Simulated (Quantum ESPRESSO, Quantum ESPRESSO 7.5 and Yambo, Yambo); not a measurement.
**CuI (Marshite): G0W0 with Yambo, start to end**

Wanted: ground state, empty states, screening and self-energy for CuI (Marshite).

Calculated with Quantum ESPRESSO 7.5 and Yambo 5.3.0; PBE and many-body steps on it, plane waves.

The database entry behind the starting cell differs from later determinations by our own check (about 0.15 % long (mineral sample)), so it need not match the best structure at ambient conditions.

In doubt: a PseudoDojo file used here is known to give poor structures and forces, which bears on pressures, cells, forces and phonons.

## 1. The structure

It takes space group F-43m (No. 216, cubic). The conventional cell has a = 6.063 Å, b = 6.063 Å, c = 6.063 Å, α = 90.00°, β = 90.00°, γ = 90.00°. Nearest to Cu lie 4 I at 2.63 Å. Nearest to I lie 4 Cu at 2.63 Å. Farther neighbours and most contacts between anions are not listed.

The cell and positions come from the Crystallography Open Database and are kept as given unless a step says otherwise. Spin-orbit coupling is left out unless a step names it.

## 2. Ground state

This step: Quantum ESPRESSO 7.5; DFT, PBE, plane waves, norm-conserving pseudopotentials.

The ground-state density comes first.

File pw.in:

```
&control
  calculation = 'scf'
  prefix = 'x'
  outdir = 'o'
  pseudo_dir = 'pseudo'
/
&system
  ibrav = 0
  nat = 2
  ntyp = 2
  ecutwfc = 84.0
  nbnd = 27
  force_symmorphic = .true.
/
&electrons
  conv_thr = 1e-10
  electron_maxstep = 80
  mixing_beta = 0.5
/
ATOMIC_SPECIES
  Cu 63.546 Cu.upf
  I 126.9 I.upf
CELL_PARAMETERS angstrom
  0.0000000000 3.0315000000 3.0315000000
  3.0315000000 0.0000000000 3.0315000000
  3.0315000000 3.0315000000 0.0000000000
ATOMIC_POSITIONS crystal
  Cu 0.2500000000 0.2500000000 0.2500000000
  I 0.0000000000 0.0000000000 0.0000000000
K_POINTS automatic
  6 6 6 0 0 0
```

The run is started by

```console
> OMP_NUM_THREADS=1 mpirun -n 4 pw.x -nk 4 -in pw.in > pw.out
```

What it wrote:

```text
Program PWSCF v.7.5 starts

     This program is part of the open-source Quantum ESPRESSO suite
     for quantum simulation of materials; please cite
         "P. Giannozzi et al., J. Phys.:Condens. Matter 21 395502 (2009);
         "P. Giannozzi et al., J. Phys.:Condens. Matter 29 465901 (2017);
         "P. Giannozzi et al., J. Chem. Phys. 152 154105 (2020);
     in publications or presentations arising from this work. More details at
     Message from routine setup:
     using ibrav=0 with symmetry is DISCOURAGED, use correct ibrav instead

     G-vector sticks info

     bravais-lattice index     =            0
     lattice parameter (alat)  =       8.1016  a.u.
     unit-cell volume          =     376.0099 (a.u.)^3
     number of atoms/cell      =            2
     number of atomic types    =            2
     number of electrons       =        44.00
     number of Kohn-Sham states=           27
     kinetic-energy cutoff     =      84.0000  Ry
     charge density cutoff     =     336.0000  Ry
     scf convergence threshold =      1.0E-10
     mixing beta               =       0.5000
     number of iterations used =            8  plain     mixing
     Exchange-correlation= PBE
                           (   1   4   3   4   0   0   0)

     celldm(1)=   8.101612  celldm(2)=   0.000000  celldm(3)=   0.000000
     celldm(4)=   0.000000  celldm(5)=   0.000000  celldm(6)=   0.000000

     crystal axes: (cart. coord. in units of alat)
               a(1) = (   0.000000   0.707107   0.707107 )
               a(2) = (   0.707107   0.000000   0.707107 )
               a(3) = (   0.707107   0.707107   0.000000 )

     reciprocal axes: (cart. coord. in units 2 pi/alat)
               b(1) = ( -0.707107  0.707107  0.707107 )
               b(2) = (  0.707107 -0.707107  0.707107 )
               b(3) = (  0.707107  0.707107 -0.707107 )
     Pseudo is Norm-conserving + core correction, Zval = 19.0
     Generated using ONCVPSP code by D. R. Hamann
     Using radial grid of 1492 points,  6 beta functions with:
     Pseudo is Norm-conserving + core correction, Zval = 25.0
     Generated using ONCVPSP code by D. R. Hamann
     Using radial grid of 1188 points,  8 beta functions with:
     Cu               19.00    63.54600     Cu( 1.00)
     I                25.00   126.90000     I ( 1.00)

     24 Sym. Ops. (no inversion) found

   Cartesian axes

     site n.     atom                  positions (alat units)
         1        Cu     tau(   1) = (   0.3535534   0.3535534   0.3535534  )
         2        I      tau(   2) = (   0.0000000   0.0000000   0.0000000  )

     number of k points=    16
                       cart. coord. in units 2pi/alat
        k(    1) = (   0.0000000   0.0000000   0.0000000), wk =   0.0092593
        k(    2) = (   0.1178511   0.1178511  -0.1178511), wk =   0.0740741
        k(    3) = (   0.2357023   0.2357023  -0.2357023), wk =   0.0740741
        k(    4) = (  -0.3535534  -0.3535534   0.3535534), wk =   0.0370370
        k(    5) = (   0.2357023   0.0000000  -0.0000000), wk =   0.0555556
        k(    6) = (   0.3535534   0.1178511  -0.1178511), wk =   0.2222222
        k(    7) = (  -0.2357023  -0.4714045   0.4714045), wk =   0.2222222
        k(    8) = (  -0.1178511  -0.3535534   0.3535534), wk =   0.2222222
        k(    9) = (   0.0000000  -0.2357023   0.2357023), wk =   0.1111111
        k(   10) = (   0.4714045   0.0000000  -0.0000000), wk =   0.0555556
     [... 4 further rows ...]
        k(   15) = (  -0.1178511  -0.3535534   0.5892557), wk =   0.2222222
        k(   16) = (  -0.7071068   0.2357023   0.0000000), wk =   0.1111111

     Dense  grid:    39189 G-vectors     FFT dimensions: (  48,  48,  48)

     Initial potential from superposition of free atoms

     starting charge      43.9996, renormalised to      44.0000
     Starting wfcs are   23 randomized atomic wfcs +    4 random wfcs

     per-process dynamical memory:    36.3 Mb

     Self-consistent Calculation

     iteration #  1     ecut=    84.00 Ry     beta= 0.50

     Threshold (ethr) on eigenvalues was too large:
     Diagonalizing with lowered threshold

     total energy              =   -1004.64241301 Ry
     estimated scf accuracy    <       0.07425751 Ry

     iteration #  2     ecut=    84.00 Ry     beta= 0.50

     total energy              =   -1004.66553308 Ry
     estimated scf accuracy    <       0.06640166 Ry

     iteration #  3     ecut=    84.00 Ry     beta= 0.50

     total energy              =   -1004.67483485 Ry
     estimated scf accuracy    <       0.00140042 Ry

     iteration #  4     ecut=    84.00 Ry     beta= 0.50

     total energy              =   -1004.67512242 Ry
     estimated scf accuracy    <       0.00084776 Ry

     iteration #  5     ecut=    84.00 Ry     beta= 0.50

     total energy              =   -1004.67526120 Ry
     estimated scf accuracy    <       0.00000621 Ry

     iteration #  6     ecut=    84.00 Ry     beta= 0.50

     total energy              =   -1004.67525988 Ry
     estimated scf accuracy    <       0.00001651 Ry

     iteration #  7     ecut=    84.00 Ry     beta= 0.50

     total energy              =   -1004.67526477 Ry
     estimated scf accuracy    <       0.00000369 Ry

     iteration #  8     ecut=    84.00 Ry     beta= 0.50

     total energy              =   -1004.67526522 Ry
     estimated scf accuracy    <       0.00000010 Ry

     iteration #  9     ecut=    84.00 Ry     beta= 0.50

     total energy              =   -1004.67526523 Ry
     estimated scf accuracy    <          8.7E-09 Ry

     iteration # 10     ecut=    84.00 Ry     beta= 0.50

     total energy              =   -1004.67526523 Ry
     estimated scf accuracy    <          8.6E-09 Ry

     iteration # 11     ecut=    84.00 Ry     beta= 0.50

     End of self-consistent calculation

          k = 0.0000 0.0000 0.0000 (  4909 PWs)   bands (ev):

  -167.0560-113.9829-113.9829-113.9829-102.3482 -59.7749 -59.7749 -59.7749
   -36.5976 -36.5976 -36.5952 -36.5952 -36.5952  -4.8943   5.5003   5.5003
     5.5003   7.3186   7.3186   9.1591   9.1591   9.1591  10.2556  14.0271
    14.0271  14.0271  17.2831

          k = 0.1179 0.1179-0.1179 (  4870 PWs)   bands (ev):

  -167.0560-113.9828-113.9828-113.9828-102.3482 -59.7748 -59.7748 -59.7748
   -36.5942 -36.5942 -36.5936 -36.5874 -36.5874  -4.7695   4.9894   5.5088
     5.5088   7.3098   7.3098   8.2966   8.9664   8.9664  11.1872  14.0221
    14.3750  14.3750  17.9718

          k = 0.2357 0.2357-0.2357 (  4879 PWs)   bands (ev):

  -167.0560-113.9828-113.9828-113.9828-102.3482 -59.7748 -59.7748 -59.7748
   -36.5953 -36.5953 -36.5926 -36.5874 -36.5874  -4.4958   4.0114   5.5190
     5.5190   7.3210   7.3210   7.6146   8.6206   8.6206  11.3723  14.6367
    14.6367  15.5573  17.7768

          k =-0.3536-0.3536 0.3536 (  4910 PWs)   bands (ev):

     [... further k-points ...]

     highest occupied, lowest unoccupied level (ev):     9.1591   10.2556

!    total energy              =   -1004.67526523 Ry
     estimated scf accuracy    <          2.5E-12 Ry

     The total energy is the sum of the following terms:
     one-electron contribution =    -810.28903411 Ry
     hartree contribution      =     392.75897309 Ry
     xc contribution           =    -126.08869929 Ry
     ewald contribution        =    -461.05650492 Ry

     convergence has been achieved in  11 iterations

     XML data file, charge density, pseudopotentials, collected wavefunctions

=------------------------------------------------------------------------------=
   JOB DONE.
=------------------------------------------------------------------------------=
```

Elapsed: 24 s, on 4 MPI ranks of Intel Xeon Platinum 8259CL at 2.50GHz (Skylake/Cascade Lake), shared host; peak memory 0.35 GiB; 95 s of CPU time.

This step gave:

* total energy: -13669.3033 eV
* gap: 1.096 eV
* k of the valence top: 0, 0, 0
* k of the conduction bottom: 0, 0, 0
* least direct gap: 1.096 eV

The gap is direct, at Γ.

## 3. Bands along the symmetry lines

The cheap functional maps the bands first; the places of the edges decide which points the dearer methods must see.

File pw.in:

```
&control
  calculation = 'bands'
  prefix = 'x'
  outdir = 'o'
  pseudo_dir = 'pseudo'
/
&system
  ibrav = 0
  nat = 2
  ntyp = 2
  ecutwfc = 84.0
  nbnd = 28
  force_symmorphic = .true.
/
&electrons
  conv_thr = 1e-9
  electron_maxstep = 80
  diago_full_acc = .true.
  diago_thr_init = 5e-6
/
ATOMIC_SPECIES
  Cu 63.546 Cu.upf
  I 126.9 I.upf
CELL_PARAMETERS angstrom
  0.0000000000 3.0315000000 3.0315000000
  3.0315000000 0.0000000000 3.0315000000
  3.0315000000 3.0315000000 0.0000000000
ATOMIC_POSITIONS crystal
  Cu 0.2500000000 0.2500000000 0.2500000000
  I 0.0000000000 0.0000000000 0.0000000000
K_POINTS crystal
  50
  0.00000000 0.00000000 0.00000000 1
  -0.06250000 -0.06250000 0.00000000 1
  -0.12500000 -0.12500000 0.00000000 1
  -0.18750000 -0.18750000 0.00000000 1
  -0.25000000 -0.25000000 0.00000000 1
  -0.31250000 -0.31250000 0.00000000 1
  -0.37500000 -0.37500000 0.00000000 1
  -0.43750000 -0.43750000 0.00000000 1
  -0.50000000 -0.50000000 0.00000000 1
  -0.48437500 -0.48437500 0.03125000 1
  -0.46875000 -0.46875000 0.06250000 1
  -0.45312500 -0.45312500 0.09375000 1
  -0.43750000 -0.43750000 0.12500000 1
  -0.42187500 -0.42187500 0.15625000 1
  -0.40625000 -0.40625000 0.18750000 1
  -0.39062500 -0.39062500 0.21875000 1
  -0.37500000 -0.37500000 0.25000000 1
  -0.37500000 0.00000000 0.37500000 1
  -0.32812500 0.00000000 0.32812500 1
  -0.28125000 0.00000000 0.28125000 1
  -0.23437500 0.00000000 0.23437500 1
  -0.18750000 0.00000000 0.18750000 1
  -0.14062500 0.00000000 0.14062500 1
  -0.09375000 0.00000000 0.09375000 1
  -0.04687500 0.00000000 0.04687500 1
  0.00000000 0.00000000 0.00000000 1
  0.00000000 0.00000000 0.06250000 1
  0.00000000 0.00000000 0.12500000 1
  0.00000000 0.00000000 0.18750000 1
  0.00000000 0.00000000 0.25000000 1
  0.00000000 0.00000000 0.31250000 1
  0.00000000 0.00000000 0.37500000 1
  0.00000000 0.00000000 0.43750000 1
  -0.00000000 0.00000000 0.50000000 1
  -0.06250000 -0.03125000 0.46875000 1
  -0.12500000 -0.06250000 0.43750000 1
  -0.18750000 -0.09375000 0.40625000 1
  -0.25000000 -0.12500000 0.37500000 1
  -0.31250000 -0.15625000 0.34375000 1
  -0.37500000 -0.18750000 0.31250000 1
  -0.43750000 -0.21875000 0.28125000 1
  -0.50000000 -0.25000000 0.25000000 1
  -0.50000000 -0.28125000 0.21875000 1
  -0.50000000 -0.31250000 0.18750000 1
  -0.50000000 -0.34375000 0.15625000 1
  -0.50000000 -0.37500000 0.12500000 1
  -0.50000000 -0.40625000 0.09375000 1
  -0.50000000 -0.43750000 0.06250000 1
  -0.50000000 -0.46875000 0.03125000 1
  -0.50000000 -0.50000000 0.00000000 1
```

What it wrote:

```text
[banner, memory and clock lines left out]
Program PWSCF v.7.5 starts

     Atomic positions and unit cell read from directory:
     o/x.save/

     Message from routine setup:
     using ibrav=0 with symmetry is DISCOURAGED, use correct ibrav instead

     G-vector sticks info

     bravais-lattice index     =            0
     lattice parameter (alat)  =       8.1016  a.u.
     unit-cell volume          =     376.0099 (a.u.)^3
     number of atoms/cell      =            2
     number of atomic types    =            2
     number of electrons       =        44.00
     number of Kohn-Sham states=           28
     kinetic-energy cutoff     =      84.0000  Ry
     charge density cutoff     =     336.0000  Ry
     Exchange-correlation= PBE
                           (   1   4   3   4   0   0   0)

     celldm(1)=   8.101612  celldm(2)=   0.000000  celldm(3)=   0.000000
     celldm(4)=   0.000000  celldm(5)=   0.000000  celldm(6)=   0.000000

     crystal axes: (cart. coord. in units of alat)
               a(1) = (   0.000000   0.707107   0.707107 )
               a(2) = (   0.707107   0.000000   0.707107 )
               a(3) = (   0.707107   0.707107   0.000000 )

     reciprocal axes: (cart. coord. in units 2 pi/alat)
               b(1) = ( -0.707107  0.707107  0.707107 )
               b(2) = (  0.707107 -0.707107  0.707107 )
               b(3) = (  0.707107  0.707107 -0.707107 )
     Pseudo is Norm-conserving + core correction, Zval = 19.0
     Generated using ONCVPSP code by D. R. Hamann
     Using radial grid of 1492 points,  6 beta functions with:
     Pseudo is Norm-conserving + core correction, Zval = 25.0
     Generated using ONCVPSP code by D. R. Hamann
     Using radial grid of 1188 points,  8 beta functions with:
     Cu               19.00    63.54600     Cu( 1.00)
     I                25.00   126.90000     I ( 1.00)

     24 Sym. Ops. (no inversion) found

   Cartesian axes

     site n.     atom                  positions (alat units)
         1        Cu     tau(   1) = (   0.3535534   0.3535534   0.3535534  )
         2        I      tau(   2) = (   0.0000000   0.0000000   0.0000000  )

     number of k points=    50
                       cart. coord. in units 2pi/alat
        k(    1) = (   0.0000000   0.0000000   0.0000000), wk =   0.0400000
        k(    2) = (   0.0000000   0.0000000  -0.0883883), wk =   0.0400000
        k(    3) = (   0.0000000   0.0000000  -0.1767767), wk =   0.0400000
[...]
[... 38 further rows ...]
        k(   49) = (   0.0441942  -0.0000000  -0.7071068), wk =   0.0400000
        k(   50) = (   0.0000000   0.0000000  -0.7071068), wk =   0.0400000

     Dense  grid:    39189 G-vectors     FFT dimensions: (  48,  48,  48)

     The potential is recalculated from file :
     o/x.save/charge-density

     Starting wfcs are   23 randomized atomic wfcs +    5 random wfcs

     Band Structure Calculation

     End of band structure calculation

          k = 0.0000 0.0000 0.0000 (  4909 PWs)   bands (ev):

  -167.0560-113.9828-113.9828-113.9828-102.3482 -59.7749 -59.7749 -59.7749
   -36.5976 -36.5976 -36.5952 -36.5952 -36.5952  -4.8943   5.5003   5.5003
     5.5003   7.3186   7.3186   9.1591   9.1591   9.1591  10.2556  14.0271
    14.0271  14.0271  17.2832  18.8735

          k = 0.0000 0.0000-0.0884 (  4925 PWs)   bands (ev):

  -167.0560-113.9829-113.9829-113.9828-102.3482 -59.7750 -59.7750 -59.7749
   -36.5994 -36.5985 -36.5985 -36.5982 -36.5949  -4.8696   5.4099   5.4956
[...]
14.1755  14.1755  17.5784  18.1738

          k = 0.0000 0.0000-0.1768 (  4897 PWs)   bands (ev):

  -167.0560-113.9829-113.9829-113.9828-102.3482 -59.7749 -59.7749 -59.7748
[...]
14.5885  14.5885  17.0946  18.4674

          k = 0.0000 0.0000-0.2652 (  4905 PWs)   bands (ev):

[...]
k =-0.0000-0.0000-0.4419 (  4897 PWs)   bands (ev):

[...]
k =-0.0000-0.0000-0.6187 (  4888 PWs)   bands (ev):

[...]
k = 0.5303-0.0000-0.5303 (  4914 PWs)   bands (ev):

[...]
k = 0.3977-0.0000-0.3977 (  4892 PWs)   bands (ev):

[...]
k = 0.2652-0.0000-0.2652 (  4878 PWs)   bands (ev):

[...]
k = 0.0000 0.0000 0.0000 (  4909 PWs)   bands (ev):

[...]
k = 0.1326 0.0000-0.7071 (  4890 PWs)   bands (ev):

[...]
k = 0.0884-0.0000-0.7071 (  4884 PWs)   bands (ev):

[...]
k = 0.0442-0.0000-0.7071 (  4882 PWs)   bands (ev):

  -167.0560-113.9828-113.9828-113.9828-102.3482 -59.7749 -59.7748 -59.7748
[...]
18.1644  18.7147  18.9658  20.7298

          k = 0.0000 0.0000-0.7071 (  4880 PWs)   bands (ev):

  -167.0560-113.9828-113.9828-113.9828-102.3482 -59.7749 -59.7748 -59.7748
   -36.5931 -36.5931 -36.5925 -36.5916 -36.5867  -4.1574   3.5576   5.3813
     5.3814   7.2933   7.3713   7.4075   7.6717   7.6717  11.8621  12.0485
    18.3107  18.8995  18.8995  20.6969

     XML data file, pseudopotentials, collected wavefunctions
```

It took 16 s on 4 MPI ranks; peak memory 0.3 GiB.

Numbers from this step:

- gap: 1.096 eV
- k of the valence top: 0, 0, 0
- k of the conduction bottom: 0, 0, 0
- least direct gap: 1.096 eV

The gap is 1.096 eV, as in the run before at this level.

Electronic bands along the path, in eV, zero at the top of the highest filled band:

```
    point  band 19  band 20  band 21  band 22  band 23  band 24  band 25  band 26
        Γ    -1.84     0.00     0.00     0.00     1.10     4.87     4.87     4.87
  halfway    -1.80    -1.09    -0.87    -0.87     3.19     3.38     6.78     6.78
        X    -1.79    -1.75    -1.49    -1.49     2.70     2.89     9.15     9.74
  halfway    -1.79    -1.77    -1.48    -1.42     2.86     3.37     8.40     8.98
        U    -1.81    -1.70    -1.50    -1.24     3.08     4.60     7.53     7.86
jump to K    -1.81    -1.70    -1.50    -1.24     3.08     4.60     7.53     7.86
  halfway    -1.82    -1.33    -1.06    -0.39     3.07     4.98     5.56     5.64
        Γ    -1.84     0.00     0.00     0.00     1.10     4.87     4.87     4.87
  halfway    -1.85    -1.26    -0.37    -0.37     2.24     5.42     5.42     5.46
        L    -1.81    -1.77    -0.71    -0.71     2.12     5.41     5.41     7.37
  halfway    -1.83    -1.71    -1.29    -1.00     3.46     4.67     6.21     7.41
        W    -1.89    -1.76    -1.59    -1.25     4.47     4.65     6.00     6.38
  halfway    -1.86    -1.76    -1.54    -1.34     3.38     3.49     7.78     7.90
        X    -1.79    -1.75    -1.49    -1.49     2.70     2.89     9.15     9.74
```

(Part 1 of 3 ends here.)

[Paths, hosts, dates, memory and timing lines, banners, echoed tables and standing remarks are left out of the program output.]

[Logs are printed without paths, hosts, clocks, repeated set-up lines and the standing remarks that a program may print on its own settings, such as how far it seeks lower states.]

[Runs of the session that timed out or met a known fault of the program may be left out.]

[Hosts, paths, dates, database ids (printed as entryN), source tags and the programs' standing remarks are cut or masked in the printed files.]
